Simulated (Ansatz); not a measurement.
Yb:

```
Yb
1.0
     0.00000    2.74310    2.74310
     2.74310    0.00000    2.74310
     2.74310    2.74310    0.00000
Yb
1
Direct
  0.00000 0.00000 0.00000
```

Base run:

- Program: Ansatz 0.2.0
- Functional: LDA
- Potentials or basis: Ansatz PAW
- Cutoff: 420 eV
- Density cutoff: 1680 eV
- k mesh: 8 × 8 × 8
- Occupations: gaussian, width 0.02 eV
- Spin: collinear spin, ferromagnetic start
- Starting moments: [1.0] μB

Its results: band gap on the k mesh none (metal or under the smearing width); pressure -4.5 GPa; net moment 0.00 μB per cell.

**Question.** After a change of settings the same cell gave: band gap on the k mesh none (metal or under the smearing width); pressure -1.0 GPa; net moment 0.02 μB per cell. Which change was it?
A. functional from LDA to PBEsol; occupations from gaussian, width 0.02 eV to fermi-dirac, width 0.05 eV
B. functional from LDA to RPBE
C. functional from LDA to PBE; occupations from gaussian, width 0.02 eV to fermi-dirac, width 0.05 eV

**Answer.** B.

RPBE binds less tightly than LDA, so the same cell stands under more pressure.

Caveats: spin-orbit coupling is left out, which moves the levels of the heavy elements; the PAW data sets come from PBE, with cores solved anew for the run's functional, which leaves a small shift of forces and pressure; the potentials were made for another functional, which shifts forces and pressure (some runs).

Not every run made on this cell is shown here.
